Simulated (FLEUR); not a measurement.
The system is CuI (Marshite).

```
I Cu
1.0
     0.00000    3.03150    3.03150
     3.03150    0.00000    3.03150
     3.03150    3.03150    0.00000
I Cu
1 1
Direct
  0.00000 0.00000 0.00000
  0.75000 0.75000 0.75000
```

Base run:

| Quantity | Value |
| --- | --- |
| Program | FLEUR MaX-R8.1 (later development tree) |
| Functional | r2SCAN |
| Potentials or basis | all-electron |
| Basis | FLAPW |
| Kmax | 4.39 1/bohr |
| k mesh | 8 × 8 × 8 |
| Occupations | fermi-dirac, width 0.05 eV |
| Spin | no spin polarisation |

Its results: band gap on the k mesh 1.61 eV, direct.

**Question.** The run is repeated on the same cell with these changes: functional from r2SCAN to PBEsol. What comes out?

**Answer.** Band gap on the k mesh 1.00 eV, direct.

r2SCAN gives the wider gap, since meta-GGAs in the generalised Kohn-Sham scheme recover part of the derivative discontinuity.

Caveats: spin-orbit coupling is left out, which moves the levels of the heavy elements; the meta-GGA is that of a development version, with a GGA for the radial functions and cores and without core tails (some runs).

Not every run made on this cell is shown here.
